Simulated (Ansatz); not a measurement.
# GaN: stress in a strained cell

Aim: deform GaN (equal xy, yz and zx engineering shear strains of +2 %) and compute stress, forces and field gradients with LAPW, PAW and all-electron datasets made for the crystal.

Program: Ansatz 0.2.0. Level of theory: DFT PBEsol, scalar-relativistic. These are calculated values, not measurements.

## (1) The structure to begin with

It takes space group Fm-3m (No. 225, cubic). Conventional cell: a = 3.985 Å, b = 3.985 Å, c = 3.985 Å, α = 90.00°, β = 90.00°, γ = 90.00°. Ga (site symmetry m-3m) is surrounded by 6 N at 1.99 Å. N (site symmetry m-3m) is surrounded by 6 Ga at 1.99 Å.

Structure file:

```
CELL_PARAMETERS angstrom
0.00000 1.99250 1.99250
1.99250 0.00000 1.99250
1.99250 1.99250 0.00000
ATOMIC_POSITIONS crystal
Ga 0.50000 0.50000 0.50000
N 0.00000 0.00000 0.00000
```

Atoms are numbered in the order of the input: Ga1, N2.

## (2) After the deformation

Space group Fm-3m before, R-3m after.

## (3) All-electron LAPW

Contents of input.yaml:

```yaml
crystal:
  lattice:
    - [0.03985, 2.012425, 2.012425]
    - [2.012425, 0.03985, 2.012425]
    - [2.012425, 2.012425, 0.03985]
  atoms:
    - { symbol: Ga, position: [0.5, 0.5, 0.5] }
    - { symbol: "N", position: [0.0, 0.0, 0.0] }
kpoints:
  mp_grid: { grid: [10, 10, 10] }
  band_path:
    path:
      - [0.0, 0.0, 0.0]
      - [0.5, 0.5, 0.5]
      - [0.2451701269, 0.5, 0.7548298731]
      - [-0.2451701269, 0.2451701269, 0.5]
      - [0.0, 0.0, 0.5]
      - [0.0, 0.0, 0.0]
      - [-0.3725850634, 0.0, 0.3725850634]
      - [0.0, 0.3725850634, 0.6274149366]
      - [0.0, 0.5, 0.5]
    npoints: 5
scf:
  occupations: { method: fermi_dirac, width: 0.02 }
hamiltonian:
  xc: pbesol
  pseudopotentials: { kind: all_electron, lapw: { basis_error: 0.00025 } }
output:
  forces: true
  stress: true
  eigenvalues: true
```

Started as:

```
$ ansatz run input.yaml --threads 1 --pin off --max-ram 3072MiB --backend cpu --events-out ev --progress --plain --runs-dir out
```

## (4) PAW with frozen cores

Contents of input.yaml:

```yaml
crystal:
  lattice:
    - [0.03985, 2.012425, 2.012425]
    - [2.012425, 0.03985, 2.012425]
    - [2.012425, 2.012425, 0.03985]
  atoms:
    - { symbol: Ga, position: [0.5, 0.5, 0.5] }
    - { symbol: "N", position: [0.0, 0.0, 0.0] }
kpoints:
  mp_grid: { grid: [10, 10, 10] }
scf:
  occupations: { method: fermi_dirac, width: 0.02 }
hamiltonian:
  xc: pbesol
  pseudopotentials: { kind: paw }
output:
  forces: true
  stress: true
  eigenvalues: true
  efg: { contact_densities: true }
  write_density: true
  write_potential: true
  elf: true
  volumetric_format: npy
```

## (5) Datasets made for this crystal

Edit input.yaml of step 4 so:

```diff
@@ -14,3 +14,3 @@
   xc: pbesol
-  pseudopotentials: { kind: paw }
+  pseudopotentials: { kind: all_electron, datasets: crystal }
 output:
@@ -20,5 +20 @@
   efg: { contact_densities: true }
-  write_density: true
-  write_potential: true
-  elf: true
-  volumetric_format: npy
```

(Steps that only read results are left out.)

Q: Predict the outcome of this session. Wanted: pressure; largest shear or deviatoric stress.

As calculated:

| quantity | value |
| --- | --- |
| pressure | LAPW 58.96, PAW 58.84, crystal datasets 58.96 GPa |
| largest shear or deviatoric stress (LAPW) | 5.47 GPa |

**Reading.** The largest part of the stress beyond the pressure is 5.47 GPa in size; the atoms are carried along and not relaxed. No run of the undeformed cell stands beside it, so the pressure holds what the given cell had before the change. PAW: stress within 0.12 GPa of LAPW. Crystal datasets: stress within 0.01 GPa of LAPW.
